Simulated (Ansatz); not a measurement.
# CdS (Greenockite) (P6_3mc) in Ansatz: single point with PBE

Aim: the single point of CdS (Greenockite) with PBE.

Program: Ansatz 0.2.0. These are calculated values, not measurements. Logs are shortened: lines on timing, memory, paths and dates and some standing lists are left out, and cuts for length are marked.

**The experiment to reproduce.**

“Isotope dependence of band-gap energy”, 2008, arxiv:0807.2152 quotes, for a bulk crystal of CdS: band gap 2.5809 ± 0.0002 eV.

The results are compared with them further down.

## Step 1: The crystal as given

It takes space group P6_3mc (No. 186, hexagonal). The conventional cell has a = 4.150 Å, b = 4.150 Å, c = 6.737 Å, α = 90.00°, β = 90.00°, γ = 120.00°. Cd (site symmetry 3m) is surrounded by 4 S at 2.53 to 2.54 Å. S (site symmetry 3m) is surrounded by 4 Cd at 2.53 to 2.54 Å.

## Step 2: Single point, PBE

input.yaml reads:

```yaml
crystal:
  lattice:
    - [4.15, 0.0, 0.0]
    - [-2.075, 3.5940054257, 0.0]
    - [0.0, 0.0, 6.737]
  atoms:
    - { symbol: Cd, position: [0.6666666667, 0.3333333333, 0.5] }
    - { symbol: Cd, position: [0.3333333333, 0.6666666667, 0.0] }
    - { symbol: S, position: [0.6666666667, 0.3333333333, 0.875] }
    - { symbol: S, position: [0.3333333333, 0.6666666667, 0.375] }
hamiltonian:
  xc: pbe
  pseudopotentials: { kind: paw }
kpoints:
  mp_grid: { grid: [7, 7, 4] }
scf:
  occupations: { method: gaussian, width: 0.03 }
output:
  forces: true
  stress: true
  eigenvalues: true
```

Potentials or basis: Ansatz PAW.

Launch:

```sh
$ ansatz run input.yaml --threads 2 --pin off --max-ram 5632MiB --backend cpu --events-out ev --progress --plain --runs-dir out
```

Output:

```text
Warning: RAYON_NUM_THREADS=2 ignored (pool sized by the plan → 2); use --threads N
Engine: ansatz 0.2.0, x86_64-unknown-linux-gnu
Pseudopotentials: kind: paw
Pseudopotential: Cd, paw, valence charge 20, recommended cutoff 420 eV (normal), Cd.paw.azcp
Pseudopotential: S, paw, valence charge 6, recommended cutoff 420 eV (normal), S.paw.azcp
Functional definition: PBE
  parameter kappa = 0.804
  parameter beta = 0.06672455060314922
  exchange = pbe_x(kappa = kappa, mu = beta*pi^2/3)
  correlation = pbe_c(beta = beta)
Crystal: 4 atoms, lattice volume = 100.483 Å³
Basis set: ecut = 420 eV, 1973 PW (Γ), exchange–correlation on 60×60×96 points (8 copies of the dense FFT grid, shifted against one another)
Bands: 32, of which v1, the nominal top of the filled ones, is band 26 counted from 1 (25 counted from 0)
Symmetry: 12 space group operations
Space group: P63mc (ITA 186), of the structure as read, at distance tolerance 4.6e-5 Å
k-points: 24 of 196 (time reversal used)
Non-local potential: Cd, projectors of the file, l = 0: 3, l = 1: 2, l = 2: 2, l = 3: 1
Non-local potential: S, projectors of the file, l = 0: 2, l = 1: 2, l = 2: 2
PAW form: soft (Blöchl's): semilocal exchange-correlation on the pseudo side does not see the compensation charge
PAW one-centre angular grid: Cd, 590 points (default); XC on 64 Gauss nodes
PAW one-centre angular grid: S, 110 points (default); XC on 64 Gauss nodes
Initial density: superposition of atomic densities (neutral atoms: chi_scale 0, normalization atom), corrected by the library's trained network
Initial wavefunctions: pseudopotential atomic-orbital guess
Functional: x = pbe(κ = 0.804, μ = 0.2195149727645171), c = pbe(β = 0.06672455060314922)
SCF iter   1: F=—  HF=-18315.636111 eV  |F-HF|=—  |Δ(HF+E_count)|=         —  Δρ=6.11e-4  dr2=4.50e-4  ethr=1.77e-3  ⟨swp⟩=6.2  Hψ=3122  notcnv=0
preconditioner: auto → Resta (q_TF=auto, 2.445 Å⁻¹)  ε∞=4.7  [insulator: Δε(μ)=1.190 eV  Ē_g=11.629 eV  σ=0.030 eV  W_gap=1.00  n_scr=22 (ndim 8)  ℏωp=22.2 eV  f_vac=0.131  D(μ)=0.00/eV (n_scr^D=0)  ε∞_Penn≈4.7]
SCF iter   2: F=—  HF=-18315.637654 eV  |F-HF|=—  |Δ(HF+E_count)|=   1.54e-3  Δρ=3.10e-4  dr2=1.18e-4  ethr=8.66e-7  ⟨swp⟩=2.8  Hψ=1643  notcnv=0  defer=3
SCF iter   3: F=—  HF=-18315.637726 eV  |F-HF|=—  |Δ(HF+E_count)|=   7.21e-5  Δρ=1.09e-4  dr2=9.66e-6  ethr=2.26e-7  ⟨swp⟩=2.0  Hψ=1160  notcnv=0
automatic band count: iteration 3 solves 31 bands in place of 32: the levels show a gap, and the empty bands left out lie too high to hold charge; the band table lists the bands solved (type scf.n_extra_bands for more)
SCF iter   4: F=—  HF=-18315.637818 eV  |F-HF|=—  |Δ(HF+E_count)|=   9.16e-5  Δρ=4.53e-5  dr2=1.93e-6  ethr=1.86e-8  ⟨swp⟩=2.1  Hψ=1150  notcnv=0
SCF iter   5: F=—  HF=-18315.637822 eV  |F-HF|=—  |Δ(HF+E_count)|=   3.75e-6  Δρ=1.00e-5  dr2=1.26e-7  ethr=3.72e-9  ⟨swp⟩=2.0  Hψ=1160  notcnv=0
SCF iter   6: F=-18315.637822 eV  HF=-18315.637822 eV  |F-HF|=1.09e-8  |Δ(HF+E_count)|=   1.91e-7  Δρ=3.55e-6  dr2=1.84e-8  ethr=1.92e-10  ⟨swp⟩=6.4  Hψ=3038  notcnv=0
SCF 1 converged in 6 iterations: F = -18315.637822 eV  dr2 = 1.84e-8
SCF converged after 6 iterations
Free energy (F): -18315.637822 eV
Harris-Foulkes:  -18315.637822 eV  (|F-HF|=1.09e-8)
Internal energy: -18315.637822 eV  (E = F + TS)
E sigma→0 (E₀):  -18315.637822 eV
Fermi energy:    7.329978 eV
--- Per-component energies (eV) ---
  E_band       = -1020.660846
  E_kinetic    = 1223.478160
  E_local      = -8071.791150  (includes V_loc(G=0)·N_el)
  E_nonlocal   = 124.357296
  E_hartree    = 3706.034879
  E_xc         = -547.680564
  E_vxc        = -618.076420  (∫ρ·V_xc dr)
  E_paw        = -9367.644248  (= ΣΔE_a)
  E_vpaw       = -1090.706013  (= ΣTr[D̂ρ^β])
  E_aug_tail   = 0.000032  (compensation charges beyond the density's cutoff)
  E_ewald      = -5382.392226
  E_smearing   = -0.000000  (= −TS)
  E_closure    = -0.000000  (closes the sum)
  Σ components = -18315.637822   (vs F -18315.637822, Δ=0.00e0)
--- Forces (eV/Å), atoms counted from 1 ---
  atom   1  Cd     0.00000000    -0.00000000    -0.06785748
  atom   2  Cd     0.00000000     0.00000000    -0.06785748
  atom   3  S      0.00000000    -0.00000000     0.06785329
  atom   4  S     -0.00000000     0.00000000     0.06785329
  max |Σ_I F_I| component: 8.38e-6 eV/Å
--- Stress (GPa, compression-positive) ---
        1.860164       0.000000      -0.000000
        0.000000       1.860164      -0.000000
       -0.000000       0.000000       2.495873
  P = ⅓ Tr σ = 2.0721 GPa (20.721 kbar)
--- Band table (eV; the first three rows and the last of 24) ---
  k-point 0: bands = ["-94.5374", "-94.5374", "-55.6103", "-55.6103", "-55.6101", "-55.6101", "-55.6100", "-55.6094", "-5.5605", "-5.1338", "-0.9349", "-0.9129", "-0.9129", "-0.8272", "-0.8272", "-0.5139", "-0.5139", "-0.4247", "-0.4247", "-0.0901", "2.4050", "5.9765", "5.9765", "6.6889", "6.7317", "6.7317", "7.9277", "9.5228", "13.1915", "13.1915", "13.5174"]
  k-point 1: bands = ["-94.5374", "-94.5374", "-55.6102", "-55.6102", "-55.6102", "-55.6102", "-55.6099", "-55.6095", "-5.4965", "-5.1938", "-0.9037", "-0.9037", "-0.8890", "-0.8432", "-0.8432", "-0.4980", "-0.4980", "-0.4348", "-0.4348", "-0.3550", "3.0106", "5.6996", "6.0807", "6.0807", "6.6141", "6.6141", "8.8119", "9.5956", "13.0353", "13.2610", "13.2610"]
  k-point 2: bands = ["-94.5374", "-94.5374", "-55.6102", "-55.6102", "-55.6102", "-55.6102", "-55.6097", "-55.6097", "-5.3432", "-5.3432", "-0.8768", "-0.8768", "-0.8768", "-0.8768", "-0.7095", "-0.7095", "-0.4635", "-0.4635", "-0.4635", "-0.4635", "4.2853", "4.2853", "6.3408", "6.3408", "6.3408", "6.3408", "9.5729", "9.5729", "12.9037", "12.9037", "13.5392"]
  k-point 23: bands = ["-94.5374", "-94.5374", "-55.6106", "-55.6106", "-55.6104", "-55.6104", "-55.6096", "-55.6096", "-5.0507", "-5.0507", "-0.7538", "-0.7538", "-0.7194", "-0.7194", "-0.5344", "-0.5344", "-0.4719", "-0.4719", "0.0166", "0.0166", "2.8082", "2.8082", "4.5023", "4.5023", "5.6080", "5.6080", "11.0578", "11.0578", "12.7340", "12.7340", "13.2860"]
```

Wall time 6.5 s (2 threads of Intel Xeon at 2.50GHz (Skylake/Cascade Lake), shared host); peak memory 0.38 GiB.

What came out:

```
Free energy            : -18315.6378 eV
Pressure               : 2.1 GPa
Largest force          : 0.068 eV/Å
Band gap on the k mesh : 1.20 eV, direct
```

Forces in eV/Å, atoms in the order of the input:
```
Cd   0.000  0.000 -0.068
Cd   0.000  0.000 -0.068
S    0.000  0.000  0.068
S    0.000  0.000  0.068
```

Stress tensor (GPa, compression positive):
```
1.86 0.00 0.00
0.00 1.86 0.00
0.00 0.00 2.50
```

Levels at points of the mesh, in eV from the valence-band top:
| k point | band 24 | band 25 | band 26 | band 27 | band 28 | band 29 |
| --- | --- | --- | --- | --- | --- | --- |
| (0.00, 0.00, 0.00) | -0.04 | 0.00 | 0.00 | 1.20 | 2.79 | 6.46 |
| (0.00, 0.00, -0.50) | -0.39 | -0.39 | -0.39 | 2.84 | 2.84 | 6.17 |

Caveat: odd divisions of the mesh miss points on the zone boundary, where band edges often lie, so the gap on the mesh can be too wide.

## Step 3: How close it comes

Step 2. Measured gap of CdS: 2.5809 eV (quoted in “Isotope dependence of band-gap energy”, 2008, arxiv:0807.2152). This calculation gives 1.20 eV (-1.38 eV). So large a miss can be the level of theory's own, or it may mean another phase, state or a wrong row. Spin-orbit coupling on Cd is left out. The value is that of PBE, without temperature or zero-point motion. Semilocal functionals fall short of measured gaps as a rule.
